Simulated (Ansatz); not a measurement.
**PbSe (PbO-type structure)**

The computed numbers are results of PBE, scalar-relativistic (no spin polarisation) in the plane-wave PAW code Ansatz at 420 eV, 6×6×8 k-mesh, Gaussian smearing of 0.05 eV; PAW files: Ansatz's generated set soft_2.

```
CELL_PARAMETERS angstrom
5.34946 0.00000 0.00000
0.00000 5.34946 0.00000
0.00000 0.00000 4.22127
ATOMIC_POSITIONS crystal
Pb 0.50000 0.00000 0.31835
Pb 0.00000 0.50000 0.68165
Se 0.00000 0.00000 0.00000
Se 0.50000 0.50000 0.00000
```

This is a trial structure; measured cells of the compound in the Crystallography Open Database are in space group Fm-3m (rock salt).

Cell and atoms are those of this level's equilibrium.

Elastic constants come from the stress of slightly strained cells with relaxed atoms, in GPa, Voigt order xx, yy, zz, yz, xz, xy in the Cartesian frame of the vectors above.

```
15 72  8  0  0  0
72 15  8  0  0  0
 8  8 20  0  0  0
 0  0  0 -1  0  0
 0  0  0  0 -1  0
 0  0  0  0  0 31
```

Problem. Is the crystal mechanically stable, and what are its polycrystalline moduli?

Solution. Unstable: the tensor has an eigenvalue of -56 GPa, so some strain lowers the energy and averaged moduli mean nothing. This holds for the static lattice at 0 K; thermal motion can hold such a phase at higher temperature.

Run time: 5.9 min on 2 threads of Arm Neoverse V2, with other jobs on the host, peak memory 0.68 GiB.

No spin–orbit coupling, a notable omission for heavy elements.
